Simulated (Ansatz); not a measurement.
SiO₂: consecutive steps of a trajectory

Theory: DFT PBE+D3(BJ), scalar-relativistic, plane waves, PAW in Ansatz 0.2.0. Settings: plane waves to 420 eV, k-mesh 2×2×2 (shifted by 0.5, 0.5, 0.5 steps), Fermi–Dirac smearing 0.22 eV. The mesh is coarse. No spin polarisation.

18 atoms, starting at 1.10 times the perfect crystal's volume (space group Ibam, the cell as given, not relaxed at this level); Nosé–Hoover thermostat at 2600 K, fixed cell; 64 steps of 1 fs. The run is short and not equilibrated.

Positions in Å, velocities in 0.01 Å/fs, forces in eV/Å; dE is the potential energy from the first frame shown.

```xyz
18
Lattice="0.0000 0.0000 5.3266 0.0000 -8.6299 0.0000 7.3085 4.3149 -2.6633" Properties=species:S:1:pos:R:3:v100:R:3:forces:R:3 pbc="T T T" time_fs=21.00 dE_eV=0.0000 T_K=3352
Si    7.2184    4.3561    1.3343   -1.1764   -0.3199    0.0673   -0.8508   -1.9136    1.7692
Si    2.2864   -4.3685    1.3641    0.1943    0.3018    0.7070    2.7667    1.7024    0.3063
Si    4.9399    0.0903   -1.3149    1.2938    0.5873   -1.2266    0.7995   -0.1464   -1.5468
Si   -0.0136   -0.0995    1.3509   -1.2705   -0.4645    0.6326   -2.8029    1.1385    0.1868
Si    2.4477   -4.4786    4.0592    0.3756   -0.0594   -1.3705    2.0297    1.1380   -6.3606
Si    5.0182    0.0171    1.3334    0.5876   -0.0184    0.5563   -0.7385   -1.6300    1.3609
O     1.6797   -5.0868    2.7492    1.6736    0.9315   -0.3217   -3.2360   -3.6709   -1.5953
O     4.1693   -0.6638   -0.1698    0.1837    0.2698    1.2471   -4.5878   -3.9821    2.6788
O     6.2487    3.8087    2.6466    0.4790    1.6800    0.0907   -3.7849   -4.2517    0.4552
O     0.5151   -0.8512    2.6871   -1.7110   -0.4623    0.0297    3.8350   -6.5106    0.2099
O     3.1271   -5.0954    0.0186   -2.4186    0.7113    1.2041    1.7564   -3.2460    3.0547
O     6.0702   -0.4350    2.9802   -1.1899    3.5034    0.6874    0.7764   -0.7900   -2.7766
O     1.7043   -3.4312   -0.4827    1.3363   -0.8203   -0.2503   -3.9092    3.9628    5.3266
O     4.0566    0.5610    2.5340    2.3115   -2.8521   -0.3996   -1.5386    1.0066    1.1200
O     6.7994   -3.4608    0.0637    2.0875    0.4769   -0.4485   -4.2836    6.6492   -2.4394
O     0.5598   -7.9972    0.0427    0.2535   -0.2528   -0.1756    7.9658    4.7581   -0.1697
O     3.2655   -3.6016    2.5852   -2.6244   -2.7445   -0.8463    0.4957    0.2971   -0.7739
O     5.7059    0.6590    0.0842   -0.3888   -0.4880    0.2959    5.3072    5.4882   -0.8065
18
Lattice="0.0000 0.0000 5.3266 0.0000 -8.6299 0.0000 7.3085 4.3149 -2.6633" Properties=species:S:1:pos:R:3:v100:R:3:forces:R:3 pbc="T T T" time_fs=22.00 dE_eV=0.3355 T_K=3195
Si    7.2065    4.3526    1.3352   -1.1985   -0.3813    0.1286   -0.4783   -1.6737    1.8014
Si    2.2888   -4.3652    1.3712    0.2840    0.3570    0.7052    2.4693    1.5231   -0.3811
Si    4.9529    0.0961   -1.3274    1.3001    0.5788   -1.2489   -0.3845   -0.3268    0.2051
Si   -0.0268   -0.1040    1.3573   -1.3580   -0.4191    0.6293   -2.3350    1.4887   -0.3562
Si    2.4518   -4.4790    4.0444    0.4463   -0.0209   -1.5745    2.1024    1.1022   -5.5701
Si    5.0240    0.0167    1.3392    0.5657   -0.0776    0.5908   -0.5189   -1.8181    0.6691
O     1.6955   -5.0785    2.7455    1.4507    0.6845   -0.4170   -4.1233   -4.5021   -1.5747
O     4.1698   -0.6623   -0.1566   -0.0815    0.0387    1.3875   -4.2052   -3.6768    2.0032
O     6.2523    3.8242    2.6477    0.2334    1.4147    0.1201   -4.3528   -4.5136    0.5225
O     0.4991   -0.8578    2.6874   -1.4815   -0.8636    0.0456    3.7415   -6.8137    0.3181
O     3.1034   -5.0893    0.0315   -2.3028    0.5074    1.3783    2.0321   -3.5046    2.7506
O     6.0586   -0.4002    2.9863   -1.0982    3.4336    0.5017    2.2385   -1.4499   -3.3714
O     1.7165   -3.4382   -0.4836    1.0932   -0.5697    0.0691   -4.1266    4.3318    5.2625
O     4.0792    0.5328    2.5303    2.1847   -2.7726   -0.3233   -2.6166    1.5675    1.4026
O     6.8189   -3.4540    0.0585    1.8254    0.8836   -0.5908   -4.3664    6.8525   -2.2887
O     0.5648   -7.9982    0.0409    0.7309    0.0273   -0.1802    7.8756    4.5281    0.0153
O     3.2394   -3.6289    2.5765   -2.5611   -2.6966   -0.8850    1.5477    1.2327   -0.5284
O     5.7036    0.6558    0.0869   -0.0628   -0.1518    0.2449    5.5005    5.6529   -0.8797
18
Lattice="0.0000 0.0000 5.3266 0.0000 -8.6299 0.0000 7.3085 4.3149 -2.6633" Properties=species:S:1:pos:R:3:v100:R:3:forces:R:3 pbc="T T T" time_fs=23.00 dE_eV=0.6106 T_K=3066
Si    7.1944    4.3485    1.3368   -1.2075   -0.4329    0.1885   -0.0925   -1.3480    1.6939
Si    2.2920   -4.3614    1.3782    0.3613    0.4047    0.6775    2.0415    1.2715   -1.2076
Si    4.9659    0.1019   -1.3398    1.2645    0.5660   -1.2086   -1.6379   -0.3933    2.0922
Si   -0.0408   -0.1079    1.3635   -1.4285   -0.3621    0.6083   -1.8286    1.8157   -0.8397
Si    2.4567   -4.4791    4.0277    0.5170    0.0189   -1.7455    2.0295    1.2161   -4.4466
Si    5.0295    0.0156    1.3452    0.5527   -0.1425    0.5986   -0.2121   -1.9596   -0.1917
O     1.7087   -5.0731    2.7408    1.1744    0.3877   -0.5101   -5.0106   -5.3282   -1.5219
O     4.1677   -0.6630   -0.1421   -0.3204   -0.1719    1.4893   -3.7215   -3.3103    1.4063
O     6.2534    3.8370    2.6490   -0.0403    1.1384    0.1537   -4.7199   -4.6237    0.5957
O     0.4855   -0.8685    2.6880   -1.2631   -1.2743    0.0676    3.4716   -6.8290    0.4148
O     3.0810   -5.0852    0.0461   -2.1725    0.2904    1.5293    2.2412   -3.6840    2.2895
O     6.0483   -0.3663    2.9903   -0.9133    3.3232    0.2770    3.8728   -2.1358   -4.0715
O     1.7262   -3.4426   -0.4813    0.8436   -0.3053    0.3787   -4.1301    4.4284    5.0126
O     4.1003    0.5056    2.5275    1.9907   -2.6598   -0.2294   -3.7731    2.1151    1.7051
O     6.8359   -3.4431    0.0519    1.5637    1.2922   -0.7200   -4.2767    6.7247   -2.0114
O     0.5744   -7.9966    0.0391    1.1949    0.2882   -0.1748    7.5359    4.1268    0.1589
O     3.2143   -3.6555    2.5675   -2.4305   -2.5889   -0.9054    2.7292    2.2797   -0.1662
O     5.7046    0.6560    0.0891    0.2683    0.1885    0.1907    5.4812    5.6338   -0.9126
18
Lattice="0.0000 0.0000 5.3266 0.0000 -8.6299 0.0000 7.3085 4.3149 -2.6633" Properties=species:S:1:pos:R:3:v100:R:3:forces:R:3 pbc="T T T" time_fs=24.00 dE_eV=0.8164 T_K=2968
Si    7.1823    4.3439    1.3390   -1.2029   -0.4722    0.2428    0.3108   -0.9557    1.4725
Si    2.2960   -4.3571    1.3847    0.4214    0.4425    0.6192    1.4696    0.9434   -2.1601
Si    4.9782    0.1074   -1.3516    1.1862    0.5525   -1.1034   -2.8711   -0.3707    3.9858
Si   -0.0554   -0.1112    1.3694   -1.4812   -0.2946    0.5724   -1.2933    2.1039   -1.2274
Si    2.4622   -4.4787    4.0095    0.5824    0.0647   -1.8733    1.7983    1.4538   -3.0684
Si    5.0350    0.0138    1.3512    0.5513   -0.2111    0.5750    0.1523   -2.0458   -1.1558
O     1.7190   -5.0708    2.7353    0.8466    0.0432   -0.5988   -5.8390   -6.0941   -1.4339
O     4.1634   -0.6658   -0.1268   -0.5277   -0.3591    1.5584   -3.1638   -2.9047    0.9186
O     6.2515    3.8470    2.6508   -0.3294    0.8601    0.1917   -4.8735   -4.5820    0.6679
O     0.4739   -0.8833    2.6888   -1.0658   -1.6767    0.0948    3.0449   -6.5516    0.4867
O     3.0600   -5.0835    0.0621   -2.0311    0.0647    1.6486    2.4016   -3.7950    1.7036
O     6.0403   -0.3337    2.9918   -0.6279    3.1724    0.0088    5.5724   -2.7917   -4.8198
O     1.7334   -3.4443   -0.4760    0.5999   -0.0428    0.6680   -3.9360    4.2738    4.5927
O     4.1190    0.4796    2.5257    1.7263   -2.5154   -0.1174   -4.9515    2.6163    2.0050
O     6.8502   -3.4282    0.0441    1.3117    1.6833   -0.8295   -4.0468    6.2775   -1.6388
O     0.5887   -7.9925    0.0374    1.6308    0.5201   -0.1623    6.9525    3.5736    0.2504
O     3.1908   -3.6807    2.5584   -2.2258   -2.4158   -0.8999    4.0058    3.4034    0.3273
O     5.7090    0.6595    0.0907    0.5921    0.5223    0.1357    5.2667    5.4456   -0.9064
18
Lattice="0.0000 0.0000 5.3266 0.0000 -8.6299 0.0000 7.3085 4.3149 -2.6633" Properties=species:S:1:pos:R:3:v100:R:3:forces:R:3 pbc="T T T" time_fs=25.00 dE_eV=0.9370 T_K=2910
Si    7.1703    4.3391    1.3417   -1.1842   -0.4973    0.2881    0.7314   -0.5238    1.1776
Si    2.3005   -4.3526    1.3906    0.4592    0.4677    0.5267    0.7539    0.5434   -3.2006
Si    4.9896    0.1129   -1.3619    1.0682    0.5404   -0.9360   -3.9533   -0.3157    5.7175
Si   -0.0704   -0.1138    1.3749   -1.5150   -0.2180    0.5252   -0.7393    2.3413   -1.4979
Si    2.4683   -4.4778    3.9902    0.6371    0.1198   -1.9514    1.4159    1.7579   -1.5544
Si    5.0406    0.0114    1.3567    0.5627   -0.2816    0.5182    0.5313   -2.0672   -2.1289
O     1.7257   -5.0722    2.7288    0.4731   -0.3433   -0.6811   -6.5314   -6.7272   -1.3106
O     4.1572   -0.6702   -0.1109   -0.6998   -0.5211    1.6015   -2.5566   -2.4767    0.5462
O     6.2468    3.8542    2.6529   -0.6214    0.5887    0.2337   -4.8213   -4.4024    0.7309
O     0.4641   -0.9021    2.6899   -0.8981   -2.0541    0.1251    2.4959   -6.0081    0.5231
O     3.0404   -5.0839    0.0791   -1.8810   -0.1658    1.7300    2.5302   -3.8511    1.0335
O     6.0357   -0.3029    2.9904   -0.2436    2.9853   -0.3026    7.1622   -3.3414   -5.5097
O     1.7382   -3.4435   -0.4679    0.3728    0.2043    0.9279   -3.5827    3.9215    4.0446
O     4.1348    0.4553    2.5251    1.3929   -2.3433    0.0116   -6.0710    3.0329    2.2713
O     6.8621   -3.4095    0.0353    1.0767    2.0388   -0.9149   -3.7204    5.5577   -1.2126
O     0.6071   -7.9862    0.0359    2.0247    0.7149   -0.1460    6.1531    2.9004    0.2884
O     3.1698   -3.7038    2.5495   -1.9433   -2.1746   -0.8608    5.3145    4.5439    0.9499
O     5.7165    0.6664    0.0918    0.8978    0.8403    0.0821    4.8879    5.1144   -0.8687
18
Lattice="0.0000 0.0000 5.3266 0.0000 -8.6299 0.0000 7.3085 4.3149 -2.6633" Properties=species:S:1:pos:R:3:v100:R:3:forces:R:3 pbc="T T T" time_fs=26.00 dE_eV=0.9424 T_K=2904
Si    7.1586    4.3340    1.3448   -1.1508   -0.5073    0.3228    1.1623   -0.0830    0.8534
Si    2.3052   -4.3478    1.3953    0.4705    0.4783    0.3983   -0.0813    0.0909   -4.2577
Si    4.9996    0.1183   -1.3703    0.9184    0.5294   -0.7153   -4.7294   -0.2980    7.0946
Si   -0.0857   -0.1156    1.3799   -1.5297   -0.1344    0.4709   -0.1795    2.5214   -1.6456
Si    2.4749   -4.4763    3.9705    0.6765    0.1852   -1.9774    0.9045    2.0549   -0.0406
Si    5.0463    0.0082    1.3615    0.5864   -0.3515    0.4298    0.8734   -2.0143   -3.0000
O     1.7284   -5.0777    2.7216    0.0648   -0.7612   -0.7550   -7.0021   -7.1439   -1.1559
O     4.1494   -0.6762   -0.0947   -0.8343   -0.6568    1.6252   -1.9212   -2.0384    0.2778
O     6.2391    3.8588    2.6554   -0.9046    0.3317    0.2790   -4.5896   -4.1098    0.7771
O     0.4559   -0.9244    2.6913   -0.7659   -2.3920    0.1565    1.8685   -5.2493    0.5192
O     3.0223   -5.0868    0.0967   -1.7238   -0.3983    1.7696    2.6392   -3.8650    0.3214
O     6.0354   -0.2740    2.9858    0.2263    2.7708   -0.6493    8.4232   -3.7065   -6.0014
O     1.7408   -3.4403   -0.4574    0.1705    0.4261    1.1524   -3.1209    3.4406    3.4261
O     4.1469    0.4328    2.5259    0.9969   -2.1499    0.1544   -7.0330    3.3271    2.4690
O     6.8717   -3.3874    0.0258    0.8630    2.3447   -0.9742   -3.3435    4.6369   -0.7756
O     0.6291   -7.9782    0.0345    2.3651    0.8666   -0.1288    5.1859    2.1491    0.2791
O     3.1520   -3.7242    2.5412   -1.5839   -1.8668   -0.7812    6.5614    5.6159    1.6698
O     5.7269    0.6764    0.0923    1.1766    1.1346    0.0314    4.3822    4.6714   -0.8108
18
Lattice="0.0000 0.0000 5.3266 0.0000 -8.6299 0.0000 7.3085 4.3149 -2.6633" Properties=species:S:1:pos:R:3:v100:R:3:forces:R:3 pbc="T T T" time_fs=27.00 dE_eV=0.7953 T_K=2968
Si    7.1473    4.3289    1.3481   -1.1027   -0.5026    0.3465    1.5905    0.3375    0.5405
Si    2.3099   -4.3430    1.3985    0.4519    0.4730    0.2352   -0.9809   -0.3774   -5.2247
Si    5.0080    0.1235   -1.3762    0.7495    0.5175   -0.4566   -5.0629   -0.3726    7.9436
Si   -0.1010   -0.1165    1.3844   -1.5253   -0.0456    0.4134    0.3712    2.6428   -1.6815
Si    2.4818   -4.4741    3.9507    0.6966    0.2595   -1.9535    0.2926    2.2771    1.3492
Si    5.0523    0.0043    1.3653    0.6204   -0.4181    0.3150    1.1295   -1.8802   -3.6637
O     1.7270   -5.0874    2.7138   -0.3625   -1.1950   -0.8188   -7.1727   -7.2652   -0.9776
O     4.1405   -0.6834   -0.0784   -0.9301   -0.7660    1.6352   -1.2771   -1.6001    0.0934
O     6.2287    3.8608    2.6585   -1.1694    0.0950    0.3263   -4.2158   -3.7353    0.7997
O     0.4488   -0.9499    2.6930   -0.6726   -2.6793    0.1864    1.2080   -4.3397    0.4768
O     3.0059   -5.0919    0.1145   -1.5606   -0.6304    1.7660    2.7351   -3.8468   -0.3957
O     6.0402   -0.2475    2.9775    0.7558    2.5416   -1.0155    9.1466   -3.8310   -6.1636
O     1.7416   -3.4350   -0.4449   -0.0021    0.6168    1.3392   -2.5997    2.8960    2.7968
O     4.1547    0.4123    2.5282    0.5510   -1.9435    0.3061   -7.7353    3.4698    2.5673
O     6.8794   -3.3626    0.0158    0.6725    2.5911   -1.0078   -2.9558    3.5955   -0.3639
O     0.6544   -7.9689    0.0333    2.6436    0.9719   -0.1132    4.1113    1.3652    0.2335
O     3.1381   -3.7412    2.5339   -1.1551   -1.4997   -0.6575    7.6277    6.5169    2.4147
O     5.7400    0.6891    0.0924    1.4220    1.3997   -0.0155    3.7876    4.1478   -0.7449
```

What is the next frame?

```xyz
18
Lattice="0.0000 0.0000 5.3266 0.0000 -8.6299 0.0000 7.3085 4.3149 -2.6633" Properties=species:S:1:pos:R:3:v100:R:3:forces:R:3 pbc="T T T" time_fs=28.00 dE_eV=0.4705 T_K=3111
Si    7.1366    4.3239    1.3517   -1.0403   -0.4842    0.3601    1.9990    0.7136    0.2685
Si    2.3142   -4.3383    1.4000    0.4027    0.4523    0.0427   -1.8621   -0.8094   -5.9739
Si    5.0146    0.1286   -1.3794    0.5780    0.5012   -0.1795   -4.8959   -0.5551    8.1724
Si   -0.1162   -0.1165    1.3882   -1.5024    0.0463    0.3563    0.8964    2.7080   -1.6269
Si    2.4889   -4.4711    3.9314    0.6944    0.3391   -1.8855   -0.3881    2.3741    2.5264
Si    5.0587   -0.0002    1.3678    0.6610   -0.4787    0.1825    1.2641   -1.6642   -4.0442
O     1.7212   -5.1016    2.7053   -0.7892   -1.6252   -0.8713   -6.9924   -7.0363   -0.7865
O     4.1308   -0.6915   -0.0620   -0.9872   -0.8489    1.6359   -0.6410   -1.1705   -0.0297
O     6.2157    3.8607    2.6620   -1.4084   -0.1175    0.3742   -3.7407   -3.3103    0.7952
O     0.4425   -0.9780    2.6950   -0.6190   -2.9090    0.2128    0.5550   -3.3455    0.4040
O     2.9911   -5.0994    0.1320   -1.3920   -0.8606    1.7200    2.8192   -3.8033   -1.0877
O     6.0506   -0.2232    2.9654    1.3084    2.3125   -1.3793    9.2079   -3.7071   -5.9296
O     1.7408   -3.4279   -0.4307   -0.1425    0.7741    1.4890   -2.0605    2.3389    2.2077
O     4.1579    0.3939    2.5321    0.0735   -1.7335    0.4601   -8.0937    3.4485    2.5486
O     6.8852   -3.3356    0.0057    0.5049    2.7732   -1.0181   -2.5864    2.5092   -0.0022
O     0.6820   -7.9587    0.0323    2.8558    1.0302   -0.1011    2.9923    0.5922    0.1643
O     3.1289   -3.7542    2.5280   -0.6715   -1.0868   -0.4916    8.3888    7.1455    3.0750
O     5.7554    0.7043    0.0920    1.6297    1.6313   -0.0585    3.1383    3.5716   -0.6813
```